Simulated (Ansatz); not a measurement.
**How the vibrations of BN change with volume**

The calculation used Ansatz 0.2.0, DFT PBEsol, scalar-relativistic, plane waves, PAW. Settings: 420 eV plane-wave cutoff, Γ-centred 12×12×12 mesh, fixed occupations. No spin polarisation. Phonons by linear response, acoustic sum rule imposed.

Relaxed structure:
```xyz
2
Lattice="1.2521 0.7229 3.4949 -1.2521 0.7229 3.4949 0.0000 -1.4458 3.4949" Properties=species:S:1:pos:R:3 pbc="T T T"
B     0.0000    0.0000   10.4808
N     0.0000    0.0000    3.4895
```

The crystal is built of layers and no dispersion correction was added, so the binding between them is poorly described, and with it their spacing and whatever depends on it.

Cells at 0.98 and 1.02 times the equilibrium volume were relaxed in shape and atoms; γ = −d ln ν / d ln V, modes matched by rank.

Q: Give the optical frequencies at Γ without the LO field (cm⁻¹) at the three volumes and the mode Grüneisen parameters.

A:
```tsv
0.98 V	V	1.02 V	γ	degeneracy
753	756	759	-0.21	1
1364	1363	1362	0.04	2
```

Q: What pressures hold the two strained cells, and what bulk modulus follows?

A: 0.23 GPa at 0.98 V and -0.15 GPa at 1.02 V, so B = −dP/d ln V ≈ 10 GPa.

Q: How does the gap respond?

A: It is 4.21, 4.25 and 4.29 eV at 0.98, 1 and 1.02 V: dE_g/d ln V = 1.8 eV.

Q: And the dielectric constants (a third of the trace)?

A: ε∞: 4.00, 3.93, 3.86; ε0: 5.2, 5.1, 5.0, in order of rising volume.

This form isn't the usual stable structure of the compound.